## What holds fluoride in place in KMgF₃

In the perovskite KMgF₃, all fluoride ions can be made to slide together along a face diagonal of the cube while K and Mg stay put. A slide of a tenth of an ångström costs a few hundredths of an electronvolt for each cell, which holds three fluoride ions. A slide of half an ångström costs more than one electronvolt a cell, far above the thermal energy at room temperature. The cubic site is the lowest point of the line.

KMgF₃, cubic perovskite cell of 5 atoms (a = 3.986 Å, not relaxed), with all F atoms shifted together along [0, −1, −1] and all else fixed. Ansatz 0.2.0, plane-wave DFT, LDA with PAW datasets made for PBE, scalar-relativistic, no spin polarisation, 420 eV cutoff, Gamma-centred 6×6×6 k mesh, Gaussian smearing of 0.05 eV. Pressure is positive in compression.

```csv
displacement (Å),energy change (eV a cell),force along direction (eV/Å summed over the moved atoms),pressure (GPa),gap on mesh (eV)
-0.5,1.247,5.856,7.43,6.842
-0.25,0.268,2.269,-1.59,6.951
0,0.000,0.000,-4.46,6.983
0.0625,0.016,-0.507,-4.29,6.981
0.125,0.064,-1.039,-3.75,6.975
0.1875,0.147,-1.620,-2.85,6.965
0.3125,0.432,-3.007,0.07,6.932
0.375,0.646,-3.845,2.11,6.907
0.4375,0.915,-4.794,4.56,6.877
```

The displacement is the common shift of the three F atoms in the cell. The unshifted cell has space group Pm-3m; every shifted row has the lower symmetry Amm2. The energy change is counted from the unshifted cell, and the force along the direction is the sum over the three F atoms. Opposite shifts are equivalent by symmetry, so the rows at −0.5 and −0.25 Å also describe +0.5 and +0.25 Å. The printed output after this section lists the contacts, forces and ratios used below.

### 1. Does the fluoride sublattice behave like an ideal spring?

Nearly, as long as the shift is small. For an ideal spring the energy is ½kx², with x the shift and k the stiffness, so a doubled shift costs four times the energy. From 0.125 to 0.25 Å the energy rises 4.2 times, and from 0.25 to 0.5 Å it rises 4.7 times. The well therefore becomes steeper than a parabola.

The force shows the same thing more directly. Divided by the shift, it grows from 8.1 eV/Å² at 0.0625 Å to 11.7 eV/Å² at 0.5 Å. A spring with the first of these values would store ½ × 8.1 × 0.5² ≈ 1.0 eV at the far end, where the calculation gives 1.25 eV. The harmonic picture serves for shifts of about a tenth of an ångström and underestimates the energy by about a fifth at half an ångström.

### 2. Which digits can be trusted?

Force and energy are linked, because the work done against the force must equal the energy gained. Adding up that work from 0 to 0.5 Å gives 1.247 eV, the same as the energy change in the table. The energies and forces are thus numerically consistent to about a millielectronvolt. That agreement tests the arithmetic of the calculation. It does not tell whether the cutoff and the k mesh are fine enough, or how accurate LDA is for this crystal.

The band gap needs more caution. LDA places such gaps well below the true ones, and a mesh of k points can miss the band edges, so the value near 7 eV should not be used as a property of the material. The change along the scan is more useful: the gap shrinks by only 0.14 eV, or 2 %, at the largest shift. The crystal remains a wide-gap insulator in every row.

### 3. The shift points towards K, so is it K that pushes back?

Mostly it is Mg. Each F atom sits between two Mg atoms, and these contacts are much shorter than those to K. At a shift of 0.5 Å the closest Mg–F distance is 1.68 Å, while the closest K–F distance is still 2.32 Å. The forces on the unmoved atoms must balance the force on fluoride, and Mg takes 92.5 % of that balance at the smallest shift and 85 % at the largest.

The three F atoms provide a comparison within the same cell. One of them sits between Mg atoms along x, at right angles to the shift, so it heads straight for K and barely changes its Mg–F distances. It supplies only 13 % of the total force at the smallest shift. The other two push against a Mg atom and supply the rest.

The likely physical reason is the overlap of closed electron shells, whose repulsion rises steeply as two ions approach. The short Mg–F contact is already on the steep part of that curve. K–F contacts reach it later, which would explain why K carries little of the initial stiffness but 31 % of its later rise. The computed forces also contain electrostatic attraction and the response of the electrons, so the shares belong to the atoms as a whole and not to shell repulsion alone.

### 4. Can the same contact also push fluoride further out?

Very likely, in the sideways direction. Take the F atom between two Mg atoms along y. The diagonal shift moves it equally along y, towards one Mg atom, and along z, sideways to the contact. At small shifts the z force pulls it back; near 0.375 Å this force almost vanishes, and at 0.5 Å it points outwards with 0.31 eV/Å.

Geometry offers an explanation. As F moves, its shortest contact to Mg tilts, by 12° at the largest shift. Repulsion acts along the contact, so a tilted contact pushes F partly back along y and partly outwards along z. The Mg atom on the other side pushes less as its contact lengthens, and a reversed shift must exactly reverse the force, so no term in the square of the shift survives. For a small shift the outward push is simply proportional to the shift, and other forces outweigh it, so the net force pulls back. The push beyond that proportion starts as the cube of the shift and eventually overtakes the net pull-back.

A loaded strut that begins to lean behaves in the same way. The crystal does not give way along the scan, because the push back along y is still more than ten times as strong as the outward push at the largest shift.

### 5. The pressure is almost zero at 0.3125 Å. Is that a relaxed cell?

No, because the pressure is an average over three directions. In this row the stress along x is −4.56 GPa, a tension, while along y and z it is +2.38 GPa, a compression. The average nearly cancels, yet the cell would still tend to shrink along x and to expand along y and z. The F atoms also feel a strong force towards their cubic sites.

The Mg–F contacts offer a likely explanation of this imbalance. Along y and z the shift squeezes one contact of an F atom and stretches the opposite one. Because repulsion is steep, the squeezed contact should gain more push than the stretched one loses. The stress along each of these axes rises by 17.8 GPa up to 0.5 Å. Along x no fluoride ion moves, and the stress stays within 0.16 GPa over the whole scan. The tension already present at zero shift suggests that the chosen cell is larger than this calculation would prefer. LDA commonly favours small cells. Atomic datasets made for another functional and the limited plane-wave cutoff may also contribute to the computed tension.

### 6. What would a slightly smaller cell do to the stiffness?

It would raise it, and the pressure column tells by how much. Pressure is the negative slope of energy with volume, p = −dE/dV. If the cell is scaled uniformly, the shift x scales with its edge, so x² grows as V^(2/3). The shift energy ΔE = ½kx² then depends on volume through both k and x². Taking the slope gives

percentage rise of k per 1 % loss of volume = V Δp/ΔE + 2/3,

where Δp is the pressure rise caused by the shift.

The row at 0.125 Å is close to harmonic and still has usable digits. Its pressure lies 0.71 GPa above that of the unshifted cell, which is 0.0044 eV/Å³. Multiplied by the cell volume of 63 Å³ this gives 0.28 eV, and division by the energy change of 0.064 eV gives 4.4. With the added 2/3, the stiffness rises by about 5 % for each per cent of volume lost.

This is a local slope, suited to volume changes of a per cent or so. At 0.5 Å the same arithmetic would give about 4.4 instead of 5, because the energy there is no longer a pure ½kx². The direction of the effect fits the steep repulsion of question 3: shorter contacts are stiffer contacts. For the same reason, a crystal that expands on heating tends to hold its ions more softly.

### 7. Why do some perovskites have two wells where this one has one?

In a ferroelectric oxide such as BaTiO₃, a similar scan along the right polar pattern would show a hump at the cubic site and a well on either side. Titanium there has empty d orbitals at low energy, and these bond more strongly with an oxygen ion that comes closer. That gain, together with the electric attraction between shifted ions, can outweigh the repulsion. Mg²⁺ has no such low-lying empty d orbitals, so this source of energy gain is absent and repulsion has an easier task.

The table supports the single well for this particular motion. The cell is under tension, which by the estimate above softens the motion, and the cubic site is stable against it all the same. A natural vibration would move K and Mg by different amounts, and the MgF₆ octahedra could also tilt; such patterns need scans of their own. For a neighbouring crystal, the first things to ask are which contact the shift shortens most, and whether the cation in that contact can gain a bond from it.

Numerical output:

```
Contacts (Å) and forces (eV/Å):
     row  shortest Mg-F  shortest K-F  force on Mg  force on K  sideways force on F (plus is back)  stress x GPa  stress y GPa
    -0.5          1.677         2.319        4.994      0.8618                             -0.3067          -4.4         13.35
   -0.25          1.825         2.569         2.06        0.21                              0.1057        -4.549        -0.104
     0.0          1.993         2.819            0           0                                   0        -4.465        -4.465
  0.0625          1.949         2.756       0.4694     0.03804                              0.0433        -4.472        -4.195
   0.125          1.907         2.694       0.9577      0.0816                              0.0803        -4.493        -3.382
  0.1875          1.865         2.631        1.483      0.1368                              0.1037        -4.522        -2.021
  0.3125          1.786         2.506        2.698      0.3089                              0.0773        -4.563         2.379
   0.375          1.748         2.444        3.403      0.4425                              0.0075        -4.552          5.44
  0.4375          1.712         2.381        4.172      0.6221                             -0.1159        -4.502         9.091
Energy at 0.25 Å over energy at 0.125 Å (ideal spring 4): 4.188
Energy at 0.5 Å over energy at 0.25 Å (ideal spring 4): 4.653
Force per shift at 0.0625 Å, eV/Å^2: 8.112
Force per shift at 0.5 Å, eV/Å^2: 11.71
Rise of force per shift from 0.0625 to 0.5 Å, percent: 44.38
Share of Mg in the balancing force at 0.0625 Å, percent: 92.5
Share of Mg in the balancing force at 0.5 Å, percent: 85.28
Share of K in the rise of force per shift, percent: 30.97
Share of the F between two Mg along x in the total force on F at 0.0625 Å, percent: 12.61
Tilt of the shortest Mg-F contact at 0.5 Å, degrees: 12.17
Spread of the stress along x over all rows, GPa: 0.163
Rise of the stress along y from 0 to 0.5 Å, GPa: 17.81
Rise of pressure from 0 to 0.125 Å, GPa: 0.71
Estimated stiffening for 1 percent less volume, percent: 5.052
Energy at 0.5 Å from the forces alone (Simpson rule), eV: 1.247
Fall of the gap from 0 to 0.5 Å, eV: 0.141
Fall of the gap from 0 to 0.5 Å, percent: 2.019
```
